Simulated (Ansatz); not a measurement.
Crystal: Sb.

```
Sb
1.0
    -1.59487    1.55125    2.72767
     1.54722   -1.56493    2.70791
     1.61542    1.58547   -2.73561
Sb
1
Direct
  0.00000 0.00000 0.00000
```

This isn't the form of Sb at room conditions, which is rhombohedral.

The cell isn't the ideal one: cell sheared at random, sigma 0.01, atoms nudged by 0.01 Å.

Program: Ansatz 0.2.0. Alike in all runs: task band structure; potentials or basis Ansatz PAW; no spin polarisation; cell sheared at random, sigma 0.01, atoms nudged by 0.01 Å; k mesh 6 × 6 × 7; smearing fermi-dirac 0.05 eV; the mesh is coarse, so values aren't converged.

Task: Order these runs on this cell by their pressure, lowest first.
A. level r2SCAN; cutoff (eV) 500; points for each segment of the path 14
B. level HSE06; cutoff (eV) 420; points for each segment of the path 4
C. level LDA; cutoff (eV) 420; points for each segment of the path 14

Result: C (-2.6 GPa), B (-0.5 GPa), A (1.1 GPa).

Caveats: all runs use coarse meshes; the PAW data sets come from PBE, with cores solved anew for the run's functional, which leaves a small shift of forces and pressure; the thresholds are loose for stress (some runs).
